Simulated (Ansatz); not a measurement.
**Deforming In**

```xyz
1
Lattice="-1.6261 1.6261 2.4739 1.6261 -1.6261 2.4739 1.6261 1.6261 -2.4739" Properties=species:S:1:pos:R:3 pbc="T T T"
In    0.0000    0.0000    0.0000
```

The conventional cell has a = 3.252 Å, b = 3.252 Å, c = 4.948 Å, α = 90.00°, β = 90.00°, γ = 90.00°. Around In (atom 1) lie 12 In at 3.25 to 3.38 Å.

The cell is COD entry 9017523, as deposited and not checked against the literature; nothing was relaxed.

Spin–orbit coupling is left out, though it moves levels of the heavy atoms by tenths of an eV or more.

These are results of DFT, PBE, all-electron LAPW, scalar-relativistic (Ansatz 0.2.0), not measurements.

Settings: a Γ-centred 12×12×14 k mesh, Fermi–Dirac smearing of 0.05 eV, basis error target 1 meV/atom, no spin polarisation; this mesh doesn't keep the crystal's whole symmetry, which leaves small spurious terms.

The unchanged cell is at 2.05 GPa.

In a metal, stresses and small energies carry noise from the k mesh.

x, y and z are the Cartesian axes of the cell as listed; fractional coordinates follow a strain, and an engineering shear is twice the off-diagonal strain component.

With equal xy, yz and zx engineering shear strains of -3 %: energy change under 1 meV/atom; stress change (xx, yy, zz, yz, xz, xy) 0.11, 0.11, -0.04, -0.10, -0.10, 0.39 GPa, compression positive.

(1) With this change (equal xy, yz and zx engineering shear strains of -1 %), what becomes of the energy and stress?

(2) With this change (equal xy, yz and zx engineering shear strains of +2 %), what becomes of the energy and stress?

With equal xy, yz and zx engineering shear strains of -2 %: energy change under 1 meV/atom; stress change (xx, yy, zz, yz, xz, xy) 0.04, 0.04, 0.00, -0.20, -0.20, 0.29 GPa, compression positive.

(3) With this change (equal xy, yz and zx engineering shear strains of +1 %), what becomes of the energy and stress?

(4) With this change (equal xy, yz and zx engineering shear strains of +3 %), what becomes of the energy and stress?

Answers

(1) Energy change under 1 meV/atom; stress change (xx, yy, zz, yz, xz, xy) -0.04, -0.04, 0.10, -0.16, -0.16, 0.11 GPa, compression positive.

(2) Energy change under 1 meV/atom; stress change (xx, yy, zz, yz, xz, xy) 0.12, 0.12, -0.13, -0.03, -0.03, -0.22 GPa, compression positive.

(3) Energy change under 1 meV/atom; stress change (xx, yy, zz, yz, xz, xy) 0.09, 0.09, -0.13, 0.05, 0.05, -0.11 GPa, compression positive.

(4) Energy change under 1 meV/atom; stress change (xx, yy, zz, yz, xz, xy) 0.15, 0.15, -0.06, -0.24, -0.24, -0.36 GPa, compression positive.
